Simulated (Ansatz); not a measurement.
Calculated with Ansatz (gas phase, PBE0-D4/def2-TZVP geometries, no zero-point term in ΔE). CCSD(T)/CBS adds triple-zeta CCSD(T) − MP2 to the extrapolated MP2 energy (def2 sets, frozen cores). This one scheme is used for every species. Functionals use def2-TZVPP. Each species was taken in one conformer, which may not be the lowest.

Reaction (substitution at a C–F bond): trifluoromethane + `OCF` → `FCOC(F)F` + H–F

`FC(F)F`:

Cartesian coordinates in Å:
```
F -0.349 0.326 -1.222
C 0.046 -0.039 -0.004
F 0.411 1.052 0.667
F -0.986 -0.597 0.626
H 0.879 -0.743 -0.068
```

`OCF`:

Cartesian coordinates in Å:
```
O -0.495 -0.957 0.093
C -0.047 0.337 0.063
F 0.372 0.688 -1.205
H 0.252 -1.554 -0.006
H 0.807 0.508 0.728
H -0.889 0.979 0.326
```

`FCOC(F)F`:

```xyz
9

F    -1.438   -1.262   -0.206
C    -0.122   -1.170    0.169
O     0.519   -0.185   -0.563
C     0.189    1.100   -0.227
F     0.767    1.893   -1.128
F     0.697    1.411    0.989
H     0.376   -2.108   -0.073
H    -0.098   -0.959    1.242
H    -0.889    1.280   -0.204
```

H–F:

Cartesian coordinates in Å:
```
F -0.433 0.156 -0.001
H 0.433 -0.156 0.001
```

| level | ΔE (kcal/mol) |
| --- | --- |
| PBE0-D4 | 1.5 |
| SCS-MP2/def2-TZVPP | 0.6 |

Task: What does CCSD(T)/CBS give? (An estimate is asked.)

Result: Computed: -0.4 kcal/mol. The listed levels differ from it by 1.9, 1.0 kcal/mol.

Largest T1 diagnostic among the species: 0.012.

Leaving LDA and LC-ωPBE aside and taking each functional with its dispersion term where it has one, the values, not all of them listed here, spread over 1.4 kcal/mol, from PBE-QIDH to B97M-V. LDA lies −1.7 kcal/mol from PBE without D4. From BLYP to BHLYP (50 % exact exchange), in def2-TZVPP and without D4, ΔE moves by −1.2 kcal/mol. At CCSD(T), def2-SVP lies +2.9 kcal/mol from the extrapolated value and def2-TZVPP +0.7 kcal/mol.

CCSD(T)/CBS has its own doubt, a few kJ/mol and more with outer-core shells, so smaller differences from it don't rank the levels.
